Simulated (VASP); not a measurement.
# LiH (P-1) in VASP: a series of runs

Aim: see how the results for LiH move with the level of theory and the settings. Levels: r2SCAN, MS2, r2SCAN+rVV10. Tasks: relaxation of cell and atoms.

Everything below comes from runs of VASP 6.6.1. Logs are shortened: lines on timing, memory, paths and dates and some standing lists are left out, and cuts for length are marked.

### 1 The cell of the first run

The typed cell holds 4 atoms: a = 2.874 Å, b = 2.874 Å, c = 4.065 Å, α = 90.00°, β = 90.00°, γ = 90.00°.

### 2 Relaxation of cell and atoms, r2SCAN (a zone-boundary wave of random shape, sigma 0.1 Å)

INCAR

```
PREC = Accurate
ENCUT = 600
EDIFF = 1E-6
ISMEAR = 0
SIGMA = 0.05
LREAL = F
LASPH = T
NELM = 60
ALGO = Normal
ISIF = 3
LWAVE = F
LCHARG = F
METAGGA = R2SCAN
LMIXTAU = T
IBRION = 2
NSW = 40
EDIFFG = -0.01
```

KPOINTS

```
regular mesh
0
Gamma
  9 9 7
```

POSCAR

```
LiH
1.0
    0.0000000000     -2.0325000000     -2.0325000000
    0.0000000000      2.0325000000     -2.0325000000
    4.0650000000      0.0000000000      0.0000000000
Li H
2 2
Direct
    0.5262936500      0.4997788000      0.5092167000
    0.9737063500      0.0002212000      0.9907833000
    0.4956849500      0.5536979200      0.9495694100
    0.0043150500      0.9463020800      0.5504305900
```

Potentials or basis: VASP PAW PBE potentials, release 64 (Li_sv, H).

On the command line:

```console
$ cat potpaw_PBE.64/Li_sv/POTCAR potpaw_PBE.64/H/POTCAR > POTCAR
$ mpirun -np 1 vasp_std > vasp.out
```

OUTCAR:

```text
PREC = Accurate
   ENCUT = 600
   EDIFF = 1E-6
   ISMEAR = 0
   LREAL = F
   LASPH = T
   NELM = 60
   ISIF = 3
   METAGGA = R2SCAN
   IBRION = 2
   NSW = 40
   EDIFFG = -0.01

 ion  position               nearest neighbor table
   1  0.526  0.500  0.509-
   2  0.974  0.000  0.991-
   3  0.496  0.554  0.950-
   4  0.004  0.946  0.550-

  LATTYP: Found a simple tetragonal cell.
 ALAT       =     2.8743890655
 C/A-ratio  =     1.4142135624

  Lattice vectors:

 A1 = (   0.0000000000,  -2.0325000000,  -2.0325000000)
 A2 = (   0.0000000000,   2.0325000000,  -2.0325000000)
 A3 = (   4.0650000000,   0.0000000000,   0.0000000000)

Analysis of symmetry for initial positions (statically):
=====================================================================
 Subroutine PRICEL returns:
 Original cell was already a primitive cell.

 Routine SETGRP: Setting up the symmetry group for a
 simple tetragonal supercell.

 Subroutine GETGRP returns: Found  2 space group operations
 (whereof  1 operations were pure point group operations)
 out of a pool of 16 trial point group operations.

The static configuration has the point symmetry C_1 .
 The point group associated with its full space group is S_2 .

Analysis of symmetry for dynamics (positions and initial velocities):
=====================================================================
 Subroutine PRICEL returns:
 Original cell was already a primitive cell.

 Routine SETGRP: Setting up the symmetry group for a
 simple tetragonal supercell.

 Subroutine GETGRP returns: Found  2 space group operations
 (whereof  1 operations were pure point group operations)
 out of a pool of 16 trial point group operations.

The dynamic configuration has the point symmetry C_1 .
 The point group associated with its full space group is S_2 .

 Subroutine INISYM returns: Found  2 space group operations
 (whereof  1 operations are pure point group operations),
 and found     1 'primitive' translations

----------------------------------------------------------------------------------------

                                     Primitive cell

  volume of cell :      33.5855

  direct lattice vectors                    reciprocal lattice vectors
     0.000000000 -2.032500000 -2.032500000     0.000000000 -0.246002460 -0.246002460
     0.000000000  2.032500000 -2.032500000     0.000000000  0.246002460 -0.246002460
     4.065000000  0.000000000  0.000000000     0.246002460  0.000000000  0.000000000

  length of vectors
     2.874389066  2.874389066  4.065000000     0.347900015  0.347900015  0.246002460

  position of ions in fractional coordinates (direct lattice)
[... 108 lines left out ...]
   METAGGA = R2SCAN    functional components
   LHFCALC =     F    Hartree Fock is set to
   AEXX    =    0.0000 exact exchange contribution
   IVDW    =     0    specifies the selected vdW correction
   LEPSILON=     F    determine dielectric tensor
   LRPA    =     F    only Hartree local field effects (RPA)
 conjugate gradient relaxation of ions
 non-spin polarized calculation
 Gauss-broadening in eV      SIGMA  =   0.05
  energy-cutoff  :      600.00
  volume of cell :       33.59
 maximum number of plane-waves:      1132
   NGX = 11   NGY = 11   NGZ = 17

--------------------------------------- Ionic step        1  -------------------------------------------

 number of electron       7.9999987 magnetization

 Free energy of the ion-electron system (eV)
  ---------------------------------------------------
  ext. energy  EPLUGINS =         0.00000000
  ---------------------------------------------------
  free energy    TOTEN  =       -13.39256572 eV

  energy without entropy =      -13.39256572  energy(sigma->0) =      -13.39256572

------------------------ aborting loop because EDIFF is reached ----------------------------------------

  FORCE on cell =-STRESS in cart. coord.  units (eV):
  Direction    XX          YY          ZZ          XY          YZ          ZX
  --------------------------------------------------------------------------------------
  -------------------------------------------------------------------------------------
  Total        0.3177109     -0.4235862     -0.1283389     -0.0038823      0.0350165     -0.0052567
  in kB       15.1562270    -20.2069468     -6.1223354     -0.1852008      1.6704442     -0.2507704
  external PRESSURE =      -3.7243517 kB  Pullay stress =       0.0000000 kB
[... 25 lines left out ...]
--------------------------------------- Ionic step        2  -------------------------------------------

 number of electron       7.9999980 magnetization

 E-fermi :  -0.0324     XC(G=0):  -8.6701

 val. band max:       -0.2413599444   @ k =   0.0000   0.0000   0.0000
 cond. band min:       3.0397589701   @ k =   0.0000   0.0000   0.0000
 fundamental gap:      3.2811189145
 Fermi energy:        -0.0323965986

 k-point     1 :       0.0000    0.0000    0.0000
  band No.  band energies     occupation
      1     -46.1096      2.00000
      2     -46.0576      2.00000
      3      -5.6926      2.00000
      4      -0.2414      2.00000
      5       3.0398      0.00000
      6      11.0549      0.00000
      7      11.2585      0.00000
      8      14.3860      0.00000
[... 322 lines left out ...]
  FREE ENERGIE OF THE ION-ELECTRON SYSTEM (eV)
  ---------------------------------------------------
  free  energy   TOTEN  =       -13.5935381265 eV

  energy  without entropy=      -13.5935381265  energy(sigma->0) =      -13.59353813

[... ionic steps 4 to 15 ...]

--------------------------------------- Ionic step       16  -------------------------------------------

 number of electron       8.0000006 magnetization

------------------------ aborting loop because EDIFF is reached ----------------------------------------
[... 71 lines left out ...]
--------------------------------------- Ionic step       18  -------------------------------------------

 number of electron       8.0000007 magnetization

 Free energy of the ion-electron system (eV)
  ---------------------------------------------------
  ext. energy  EPLUGINS =         0.00000000
  ---------------------------------------------------
  free energy    TOTEN  =       -13.64189375 eV

  energy without entropy =      -13.64189375  energy(sigma->0) =      -13.64189375

 E-fermi :   0.1091     XC(G=0):  -8.8597

 val. band max:       -0.1279555918   @ k =   0.0000   0.0000   0.0000
 cond. band min:       3.4583129142   @ k =   0.0000   0.0000   0.0000
 fundamental gap:      3.5862685059
 Fermi energy:         0.1091002296

 k-point     1 :       0.0000    0.0000    0.0000
  band No.  band energies     occupation
      1     -45.8581      2.00000
      2     -45.7974      2.00000
      3      -5.6247      2.00000
      4      -0.1280      2.00000
      5       3.4583      0.00000
      6      11.6116      0.00000
      7      11.6211      0.00000
      8      14.9367      0.00000
[... 284 lines left out ...]
  FREE ENERGIE OF THE ION-ELECTRON SYSTEM (eV)
  ---------------------------------------------------
  free  energy   TOTEN  =       -13.6418937503 eV

  energy  without entropy=      -13.6418937503  energy(sigma->0) =      -13.64189375

 reached required accuracy - stopping structural energy minimisation
```

Wall time 24 min (1 thread of Intel Xeon Platinum 8488C (Sapphire Rapids), shared host); peak memory 0.21 GiB.

Results:

```yaml
Free_energy: -13.6419 eV
Relaxed_volume: 7.97 Å³/atom
Relaxed_cell: a = 2.827 Å, b = 2.827 Å, c = 3.988 Å, α = 90.00°, β = 90.02°, γ = 90.06°
Space_group_after_relaxing_to_0.05_Å: Fm-3m (No. 225)
Energy_gained_by_relaxing: 62.3 meV/atom
Ionic_steps: 18
Pressure_after_relaxing: 0.0 GPa
Largest_force_after_relaxing: 0.010 eV/Å
Band_gap_on_the_k_mesh: 3.59 eV, direct
```

Forces in eV/Å, atoms in the order of the input:
```
Li   0.002  0.006  0.008
Li  -0.002 -0.006 -0.008
H    0.004  0.000 -0.001
H   -0.004  0.000  0.001
```

The path:
```
step  energy change (eV)  largest force (eV/Å)  pressure (GPa)  volume (Å³)
   1              0.0000                0.9102           -0.37        33.59
   2             -0.0779                0.7226           -0.68        33.49
   3             -0.2010                0.2984           -1.14        33.24
   4             -0.1296                0.5730           -0.53        32.70
   5             -0.2206                0.1670           -1.10        33.06
   6             -0.2347                0.1249           -0.63        32.53
   7             -0.2440                0.0863           -0.09        31.89
   8             -0.2326                0.1928            1.65        30.62
   9             -0.2457                0.0762            0.24        31.58
  10             -0.2457                0.0752            0.35        31.49
  11             -0.2482                0.0425            0.12        31.64
  12             -0.2490                0.0312            0.03        31.78
  13             -0.2490                0.0346            0.03        31.79
  14             -0.2490                0.0380            0.01        31.82
  15             -0.2493                0.0144            0.03        31.86
  16             -0.2493                0.0132            0.03        31.86
  17             -0.2493                0.0135            0.01        31.88
  18             -0.2493                0.0097            0.01        31.88
```

Final structure:
```
CELL_PARAMETERS angstrom
-0.00044 -2.00019 -1.99818
0.00000 2.00031 -1.99825
3.98794 0.00031 0.00052
ATOMIC_POSITIONS crystal
Li 0.50026 0.50005 0.49996
Li 0.99974 0.99995 0.00004
H 0.49993 0.49994 0.99979
H 0.00007 0.00006 0.50021
```

Caveat: the cutoff is under 1.25 times the usual one of these potentials, so pressure, stress and relaxed cells hold a basis-set (Pulay) error; the PAW data sets were made with another functional, which shifts forces and pressure a little; an odd mesh through Γ misses points on the zone boundary, where band edges often lie.

### 3 Relaxation of cell and atoms, MS2 (a zone-boundary wave of random shape, sigma 0.1 Å)

INCAR

```
SYSTEM = LiH
ALGO     = Normal         ! electronic algorithm
EDIFF    = 1E-6           ! SCF threshold, eV
EDIFFG   = -0.02          ! ionic threshold
ENCUT    = 600            ! plane-wave cutoff, eV
IBRION   = 2              ! ionic algorithm
ISIF     = 3              ! what is computed and relaxed
ISMEAR   = 0              ! smearing method
LASPH    = .True.         ! aspherical terms in the spheres
LCHARG   = .False.        ! write CHGCAR
LMIXTAU  = .True.       
LREAL    = .False.        ! projectors in reciprocal space
LWAVE    = .False.        ! write WAVECAR
METAGGA  = MS2            ! meta-GGA
NELM     = 60             ! most SCF steps
NSW      = 40             ! ionic steps
PREC     = Accurate       ! precision mode
SIGMA    = 0.05           ! smearing width, eV
```

KPOINTS

```
k-points
0
Gamma
  9 9 7
  0 0 0
```

POSCAR is that of step 2.

Potentials or basis: VASP PAW PBE potentials, release 64 (Li_sv, H).

On the command line:

```console
$ cat potpaw_PBE.64/Li_sv/POTCAR potpaw_PBE.64/H/POTCAR > POTCAR
$ mpirun -np 1 vasp_std > vasp.out
```

OUTCAR:

```text
SYSTEM = LiH
   EDIFF = 1E-6
   EDIFFG = -0.02
   ENCUT = 600
   IBRION = 2
   ISIF = 3
   ISMEAR = 0
   LASPH = .True.
   LREAL = .False.
   METAGGA = MS2
   NELM = 60
   NSW = 40
   PREC = Accurate

 ion  position               nearest neighbor table
   1  0.526  0.500  0.509-
   2  0.974  0.000  0.991-
   3  0.496  0.554  0.950-
   4  0.004  0.946  0.550-

  LATTYP: Found a simple tetragonal cell.
 ALAT       =     2.8743890655
 C/A-ratio  =     1.4142135624

  Lattice vectors:

 A1 = (   0.0000000000,  -2.0325000000,  -2.0325000000)
 A2 = (   0.0000000000,   2.0325000000,  -2.0325000000)
 A3 = (   4.0650000000,   0.0000000000,   0.0000000000)

Analysis of symmetry for initial positions (statically):
[... 564 lines left out ...]
  energy  without entropy=      -14.7693905564  energy(sigma->0) =      -14.76939056

[... ionic steps 4 to 8 ...]

--------------------------------------- Ionic step        9  -------------------------------------------

 number of electron       8.0000002 magnetization

------------------------ aborting loop because EDIFF is reached ----------------------------------------
[... 71 lines left out ...]
--------------------------------------- Ionic step       11  -------------------------------------------

 number of electron       8.0000006 magnetization

 Free energy of the ion-electron system (eV)
  ---------------------------------------------------
  ext. energy  EPLUGINS =         0.00000000
  ---------------------------------------------------
  free energy    TOTEN  =       -14.81258694 eV

  energy without entropy =      -14.81258694  energy(sigma->0) =      -14.81258694

 E-fermi :   0.1531     XC(G=0):  -9.0380

 val. band max:       -0.1359323666   @ k =   0.0000   0.0000   0.0000
 cond. band min:       3.3546711637   @ k =   0.0000   0.0000   0.0000
 fundamental gap:      3.4906035303
 Fermi energy:         0.1531342157

 k-point     1 :       0.0000    0.0000    0.0000
  band No.  band energies     occupation
      1     -45.1662      2.00000
      2     -45.0959      2.00000
      3      -5.8075      2.00000
      4      -0.1359      2.00000
      5       3.3547      0.00000
      6      11.5875      0.00000
      7      11.6014      0.00000
      8      15.0239      0.00000
[... 284 lines left out ...]
  FREE ENERGIE OF THE ION-ELECTRON SYSTEM (eV)
  ---------------------------------------------------
  free  energy   TOTEN  =       -14.8125869416 eV

  energy  without entropy=      -14.8125869416  energy(sigma->0) =      -14.81258694

 reached required accuracy - stopping structural energy minimisation
```

CONTCAR:

```text
LiH
   1.00000000000000
    -0.0001182180485344   -1.9697156362323882   -1.9714742617360408
    -0.0006264539812401    1.9703607830412375   -1.9719503016574416
     3.9338465465340415   -0.0008383757756920    0.0008072387674006
  Li              H
     2     2
Direct
     0.5017093104167077    0.4998149311891522    0.4993019971472020
     0.9982906895832924    0.0001850688108477    0.0006980028527981
     0.4986246732437918    0.5000983320601077    0.0007671014269176
     0.0013753267562081    0.9999016679398922    0.4992328985730825

  0.00000000E+00  0.00000000E+00  0.00000000E+00
  0.00000000E+00  0.00000000E+00  0.00000000E+00
  0.00000000E+00  0.00000000E+00  0.00000000E+00
  0.00000000E+00  0.00000000E+00  0.00000000E+00
```

Wall time 18 min (1 thread of Intel Xeon Platinum 8488C (Sapphire Rapids), shared host); peak memory 0.21 GiB.

What came out:

| Property | Result |
| --- | --- |
| Free energy | -14.8126 eV |
| Relaxed volume | 7.64 Å³/atom |
| Relaxed cell | a = 2.787 Å, b = 2.788 Å, c = 3.934 Å, α = 90.03°, β = 90.00°, γ = 89.95° |
| Space group after relaxing (to 0.05 Å) | Fm-3m (No. 225) |
| Energy gained by relaxing | 64.8 meV/atom |
| Ionic steps | 11 |
| Pressure after relaxing | 0.0 GPa |
| Largest force after relaxing | 0.014 eV/Å |
| Band gap on the k mesh | 3.49 eV, direct |

Forces on the atoms (eV/Å):
```
Li   0.000 -0.005 -0.011
Li   0.000  0.005  0.011
H   -0.012 -0.005 -0.004
H    0.012  0.005  0.004
```

Step by step:
```
step  energy change (eV)  largest force (eV/Å)  pressure (GPa)  volume (Å³)
   1              0.0000                0.8807           -1.70        33.59
   2             -0.0770                0.7130           -1.77        33.15
   3             -0.2159                0.2722           -1.27        31.88
   4             -0.2330                0.1636           -0.64        31.25
   5             -0.2459                0.1188           -0.29        30.91
   6             -0.2557                0.0851            0.24        30.45
   7             -0.2446                0.1355            1.81        29.54
   8             -0.2572                0.0531            0.50        30.25
   9             -0.2572                0.0506            0.54        30.21
  10             -0.2589                0.0220            0.12        30.48
  11             -0.2591                0.0136           -0.02        30.56
```

Final structure:
```xyz
4
Lattice="-0.0001 -1.9697 -1.9715 -0.0006 1.9704 -1.9720 3.9338 -0.0008 0.0008" Properties=species:S:1:pos:R:3 pbc="T T T"
Li    1.9638   -0.0038   -1.9743
Li    0.0026   -1.9660   -1.9685
H     0.0026    0.0032   -1.9692
H     1.9633    1.9670   -1.9741
```

Caveat: the cutoff is under 1.25 times the usual one of these potentials, so pressure, stress and relaxed cells hold a basis-set (Pulay) error; the PAW data sets were made with another functional, which shifts forces and pressure a little; an odd mesh through Γ misses points on the zone boundary, where band edges often lie.

(Continued in part 2 of 2.)
